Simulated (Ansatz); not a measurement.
A one-shot G0W0 calculation of MoS₂ (P-6m2) from a database of computed structures with Ansatz, at the level G0W0@r2SCAN with 223 empty bands, a screening cutoff of 140 eV and a 6×6×2 mesh, norm-conserving potentials. Cell and atoms come from a relaxation with r2SCAN+rVV10.

The input:
```yaml
crystal:
  lattice:
    - [3.1710519965, 0.0, 0.0]
    - [-1.5855259982, 2.7462115857, 0.0]
    - [0.0, 0.0, 6.809688909]
  atoms:
    - { symbol: Mo, position: [0.0, 0.0, 0.0] }
    - { symbol: S, position: [0.3333333333, 0.6666666667, 0.2285702679] }
    - { symbol: S, position: [0.3333333333, 0.6666666667, 0.7714297321] }
kpoints:
  mp_grid: { grid: [6, 6, 2] }
hamiltonian:
  xc: r2scan
  pseudopotentials: { kind: nc }
scf:
  occupations: { method: fixed }
gw:
  n_empty_bands: 223
  ecut_chi: 140
  qp_bands: [v2, c2]
  qp_kpoints: band_edges
  screening: { model: contour_deformation }
```

Command: `ansatz run input.yaml --threads 2 --pin off --max-ram 3686MiB --backend cpu --events-out ev --progress --plain --runs-dir out`.

Question: What wall time did it need on 2 threads of Arm Neoverse V2, on a shared host, load about 0.6 per core, and what peak of host memory did it reach?

Answer: About 3.9 min, with a peak of 1.1 GiB.

What the program printed (shortened):
```
Pseudopotential: Mo, nc, valence charge 14, recommended cutoff 1088.45545 eV (normal)
Pseudopotential: S, nc, valence charge 6, recommended cutoff 770 eV (normal)
Functional definition: r2SCAN
Crystal: 3 atoms, lattice volume = 59.301 Å³
Basis set: ecut = 1088.45545 eV, 4843 PW (Γ)
Bands: 17, of which v1, the nominal top of the filled ones, is band 13 counted from 1 (12 counted from 0)
Symmetry: 12 space group operations
Space group: P-6m2 (ITA 187)
k-points: 14 of 72 (time reversal used)
preconditioner: auto → none  [insulator: Δε(μ)=1.188 eV  ℏωp=20.5 eV]
SCF 1 converged in 11 iterations: F = -2778.707825 eV  dr2 = 3.84e-8
SCF converged after 11 iterations
Free energy (F): -2778.707825 eV
Fermi energy:    9.047042 eV
--- G₀W₀: contour deformation, 7 samples at zero and on the imaginary axis and 1 off it, 72 q-points, 223 empty bands' worth ---
    ik  band        ε_KS         Σx   Σc(E_QP)       V_xc       Z   E_QP_lin       E_QP  E_QP is
     0    12      7.3669   -18.3587     2.2918   -15.7380  0.7412     7.0354     7.0379  root
     0    13      8.2640   -18.3645     0.9317   -17.3031  0.7382     8.1340     8.1343  root
     0    14     11.6057   -13.7478    -4.3445   -18.4641  0.7436    11.9803    11.9775  root
     0    15     11.6057   -13.7478    -4.3445   -18.4641  0.7436    11.9803    11.9775  root
     1    12      6.9731   -20.2905     1.4893   -18.7327  0.7406     6.9044     6.9046  root
     1    13      9.0470   -19.6682     0.6305   -18.9536  0.7389     8.9628     8.9629  root
     1    14     11.5570   -13.6829    -4.3511   -18.4071  0.7442    11.9330    11.9301  root
     1    15     11.5570   -13.6829    -4.3511   -18.4071  0.7442    11.9330    11.9301  root
     2    12      7.8460   -18.5620     2.0140   -16.2406  0.7487     7.5369     7.5386  root
     2    13      8.1089   -19.0402     1.0427   -17.8973  0.7349     8.0085     8.0087  root
     2    14     10.8932   -13.0369    -4.0818   -17.3974  0.7448    11.1733    11.1719  root
     2    15     11.3875   -14.1343    -4.2260   -18.6928  0.7317    11.7225    11.7200  root
     3    12      7.1293   -18.1337     2.0820   -15.7477  0.7436     6.8232     6.8252  root
     3    13      8.5418   -19.6834     0.8927   -18.7037  0.7378     8.4546     8.4548  root
     3    14     11.3317   -13.7629    -4.4856   -18.6136  0.7507    11.6992    11.6967  root
     3    15     11.3796   -14.1101    -4.3148   -18.7519  0.7290    11.7093    11.7065  root
     4    12      7.2249   -19.0280     2.2458   -16.5028  0.7358     6.9437     6.9454  root
     4    13      7.5058   -18.7308     1.2622   -17.3570  0.7315     7.3939     7.3942  root
     4    14     10.8835   -13.8322    -4.3190   -18.4814  0.7378    11.2159    11.2137  root
     4    15     10.9694   -15.3732    -4.3690   -20.1430  0.7320    11.3736    11.3702  root
     6    12      7.4987   -18.9092     1.9020   -16.7856  0.7458     7.2762     7.2772  root
     6    13      7.7983   -17.9731     1.2418   -16.5334  0.7447     7.5996     7.6004  root
     6    14     11.0200   -16.6413    -4.6982   -21.7963  0.7243    11.4815    11.4768  root
     6    15     11.4689   -15.5509    -4.8617   -20.7992  0.7139    11.8599    11.8554  root
     7    12      7.5486   -18.9884     1.8888   -16.8810  0.7463     7.3292     7.3300  root
     7    13      8.1178   -18.2900     1.1892   -16.8975  0.7488     7.9138     7.9145  root
     7    14     11.0341   -16.6561    -4.6925   -21.8043  0.7241    11.4945    11.4897  root
     7    15     11.6095   -16.1280    -4.9631   -21.4884  0.7065    12.0116    12.0068  root
     8    12      7.7198   -19.7328     1.1921   -18.4822  0.7295     7.6613     7.6614  root
     8    13      7.7765   -18.9886     2.0761   -16.6226  0.7459     7.4850     7.4866  root
     8    14     10.4671   -13.0671    -3.9448   -17.3009  0.7500    10.7574    10.7560  root
     8    15     11.1745   -14.9493    -4.5215   -19.8508  0.7283    11.5578    11.5544  root
     9    12      7.2143   -18.3979     2.2250   -15.8599  0.7421     6.8991     6.9012  root
     9    13      7.8541   -19.8980     1.1659   -18.6700  0.7316     7.7920     7.7921  root
     9    14     10.9219   -14.2822    -4.2187   -18.8541  0.7386    11.2775    11.2750  root
     9    15     11.3752   -13.5990    -4.6454   -18.6208  0.7516    11.7543    11.7516  root
  […]
```

The points are ik 0 = (0, 0, 0) (Γ), ik 1 = (0, 0, -1/2), ik 2 = (0, 1/6, 0), ik 3 = (0, 1/6, -1/2), ik 4 = (0, 1/3, 0), ik 6 = (0, -1/2, 0), ik 7 = (0, -1/2, -1/2), ik 8 = (1/6, 1/6, 0), ik 9 = (1/6, 1/6, -1/2), ik 10 = (1/6, 1/3, 0), ik 11 = (1/6, 1/3, -1/2), ik 12 = (1/3, 1/3, 0); band 13 is the last filled one.

G0W0 moves the gap on the mesh from 1.35 eV (r2SCAN) to 1.79 eV (k = (0, 0, -1/2) to k = (1/6, 1/6, 0)). Renormalisation factors Z lie between 0.70 and 0.75. G0W0 here is at a finite number of bands, screening cutoff and k mesh, not at the basis limit.

Calculated for a static, non-magnetic cell.

The runs are scalar-relativistic, without spin-orbit coupling.
